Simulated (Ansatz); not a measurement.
The system is SnO.

```
CELL_PARAMETERS angstrom
3.35500 0.00000 0.00000
0.00000 5.67410 0.00000
0.00000 0.00000 4.22197
ATOMIC_POSITIONS crystal
Sn 0.50000 0.76809 0.01314
Sn 0.00000 0.23191 0.51314
O 0.50000 0.10875 0.23686
O 0.00000 0.89125 0.73686
```

The cell comes from a database or a generator and needn't be the stable form of this composition.

```yaml
Program: Ansatz 0.2.0
Task: single point
Functional: PBEsol
Potentials_or_basis: Ansatz PAW
Cutoff: "420 eV (not typed: the program's choice for these potentials)"
k_mesh: 8 × 5 × 6
Occupations: fermi-dirac, width 0.05 eV
Spin: no spin polarisation
```

On this cell: pressure -3.1 GPa; largest force 0.427 eV/Å; band gap on the k mesh 1.43 eV, indirect (least direct gap 2.02 eV).

The same run follows on a disturbed copy (atoms moved at random, drawn with an rms of 0.05 Å):

```
Sn O
1.0
     3.35500    0.00000    0.00000
     0.00000    5.67410    0.00000
     0.00000    0.00000    4.22197
Sn O
2 2
Direct
  0.51597 0.76695 0.00432
  0.99489 0.23071 0.51736
  0.50538 0.10886 0.24849
  0.99146 0.88834 0.74462
```

**Question.** What changes?

**Answer.** The energy moves by +10.2 meV/atom; pressure -1.9 GPa; largest force 0.844 eV/Å; band gap on the k mesh 1.46 eV, indirect (least direct gap 2.05 eV).

Forces on the atoms (eV/Å):
```
Sn  -0.574  0.151  0.514
Sn   0.192 -0.267 -0.030
O   -0.222 -0.376 -0.158
O    0.603  0.492 -0.326
```

Stress tensor (GPa, compression positive):
```
-1.78  0.95 -0.67
 0.95 -2.54 -1.10
-0.67 -1.10 -1.32
```

Caveats: odd divisions of the mesh miss points on the zone boundary, where band edges often lie, so the gap on the mesh can be too wide; spin-orbit coupling is left out, which moves the levels of the heavy elements; the PAW data sets come from PBE, with cores solved anew for the run's functional, which leaves a small shift of forces and pressure.

A k mesh can miss the band edges.
